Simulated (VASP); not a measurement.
BN (Qingsongite): relaxation of the atoms with PBE

The system is BN (Qingsongite).

```
B N
1.0
     0.00000    1.77511    1.77511
     1.77511    0.00000    1.77511
     1.77511    1.77511    0.00000
B N
1 1
Direct
  0.00000 0.00000 0.00000
  0.25000 0.25000 0.25000
```

The cell isn't the ideal one: a relaxed cell with its volume scaled by 0.94.

* Program: VASP 6.6.1
* Task: relaxation of the atoms
* Functional: PBE
* Potentials or basis: VASP PAW PBE potentials, release 64 (B_s, N_s)
* Cutoff: 300 eV
* k mesh: 7 × 7 × 7
* Occupations: gaussian, width 0.03 eV
* Spin: no spin polarisation
* Further INCAR settings: ALGO = Normal; EDIFF = 1e-07; IBRION = 2; EDIFFG = -0.01; NSW = 40

```
Band gap on the k mesh : 4.81 eV, indirect (least direct gap 9.09 eV)
```

Final structure:
```
CELL_PARAMETERS angstrom
0.00000 1.77511 1.77511
1.77511 0.00000 1.77511
1.77511 1.77511 0.00000
ATOMIC_POSITIONS crystal
B 0.00000 0.00000 0.00000
N 0.25000 0.25000 0.25000
```

Levels at points of the mesh, in eV from the valence-band top:
```
           k point  band 1  band 2  band 3  band 4  band 5  band 6  band 7  band 8
(0.00, 0.00, 0.00)  -20.87    0.00    0.00    0.00    9.09    9.09    9.09   11.25
```

It took 2.2 s on 1 thread of AMD EPYC 7R13 Processor (Zen 3) (shared host), peak memory 0.07 GiB.

Caveat: the k mesh is coarse (spacing up to 0.44 Å⁻¹), so the values aren't converged; the relaxation stopped at its first step, so nothing moved; an odd mesh through Γ misses points on the zone boundary, where band edges often lie.
